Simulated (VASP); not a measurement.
VASP 6.6.1 run: LiH

INCAR

```
SIGMA = 0.02
LASPH = .TRUE.
EDIFFG = -5E-3
NELM = 65
PREC = Accurate
LWAVE = .FALSE.
NBANDS = 9
LREAL = .FALSE.
NSW = 30
ISIF = 3
ENCUT = 600
EDIFF = 1E-7
GGA = PS
IBRION = 2
LCHARG = .FALSE.
ISMEAR = -1
```

KPOINTS

```
KPOINTS created by Atomic Simulation Environment
0
Gamma
10 10 10
0 0 0
```

POSCAR

```
Li H
 1.0000000000000000
     2.0029949999999999    0.0000000000000000    2.0029949999999999
    -0.0000000000000000    2.0029949999999999    2.0029949999999999
     2.0029949999999999    2.0029949999999999    0.0000000000000000
 Li  H
   1   1
Cartesian
 -0.0000000000000000  0.0000000000000000  0.0000000000000000
  2.0029949999999999  2.0029949999999999  2.0029949999999999
```

The recommended PBE PAW datasets give the neutral cell 4 valence electrons.

Command

```
mpirun -np 1 vasp_std
```

Standard output (part)

```
|     EEEEEEE  RRRRRR   RRRRRR   OOOOOOO  RRRRRR      ###     ###     ###     |
|     E        R     R  R     R  O     O  R     R     ###     ###     ###     |
|     E        R     R  R     R  O     O  R     R     ###     ###     ###     |
|     EEEEE    RRRRRR   RRRRRR   O     O  RRRRRR       #       #       #      |
|     E        R    R   R    R   O     O  R    R      ###     ###     ###     |
|     EEEEEEE  R     R  R     R  OOOOOOO  R     R     ###     ###     ###     |
|     ERROR: the triple product of the basis vectors is negative exchange     |
|     two basis vectors                                                       |
|       ---->  I REFUSE TO CONTINUE WITH THIS SICK JOB ... BYE!!! <----       |
```

VASP stopped before the first electronic step.

The fault: left-handed cell vectors.

The run took about 0.4 s on one core of a shared host (Intel Xeon 6975P-C).
